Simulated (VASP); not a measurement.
Crystal: B.

```
B
1.0
     1.62456    0.00000    0.00000
     0.00000    2.86615    0.00000
     0.00000    0.00000    3.91440
B
2
Direct
  0.00000 0.50000 0.60926
  0.50000 0.00000 0.39074
```

The cell was built by a generator and needn't be a form met in nature.

- Program: VASP 6.6.1
- Task: relaxation of cell and atoms
- Functional: RPBE
- Dispersion: D3
- Potentials or basis: VASP PAW PBE potentials, release 64 (B)
- Cutoff: 600 eV
- k mesh: 16 × 9 × 7
- Occupations: fermi-dirac, width 0.05 eV
- Spin: no spin polarisation

At the start: pressure 0.8 GPa; volume 9.11 Å³/atom.

Question: How do energy, volume and symmetry change on relaxing?

Answer: Over 17 steps the energy falls by 7.6 meV/atom and the volume is 8.54 Å³/atom (-6.2 %); space group Pmmn (No. 59, to 0.05 Å).

Step by step:
```tsv
step	energy change (eV)	largest force (eV/Å)	pressure (GPa)	volume (Å³)
1	0.0000	0.1405	0.76	18.23
2	-0.0035	0.0489	-1.82	18.34
3	-0.0035	0.0420	-2.02	18.35
4	-0.0059	0.0335	-0.84	18.14
5	-0.0061	0.0315	-0.54	18.09
6	-0.0082	0.0132	-0.50	17.95
7	-0.0128	0.0400	-0.35	17.51
8	-0.0120	0.0958	0.43	16.64
9	-0.0145	0.0553	-0.14	17.20
10	-0.0147	0.0613	-0.03	17.05
11	-0.0147	0.0602	-0.05	17.08
12	-0.0150	0.0288	-0.41	17.10
13	-0.0150	0.0306	-0.39	17.10
14	-0.0151	0.0044	0.31	17.06
15	-0.0151	0.0039	0.14	17.07
16	-0.0152	0.0015	0.05	17.08
17	-0.0152	0.0001	0.00	17.09
```

Final structure:
```
B
1.0
     1.62770    0.00000    0.00000
     0.00000    2.87226    0.00000
     0.00000    0.00000    3.65496
B
2
Direct
  0.00000 0.50000 0.61842
  0.50000 0.00000 0.38158
```

Caveat: the PAW data sets were made with another functional, which shifts forces and pressure a little.
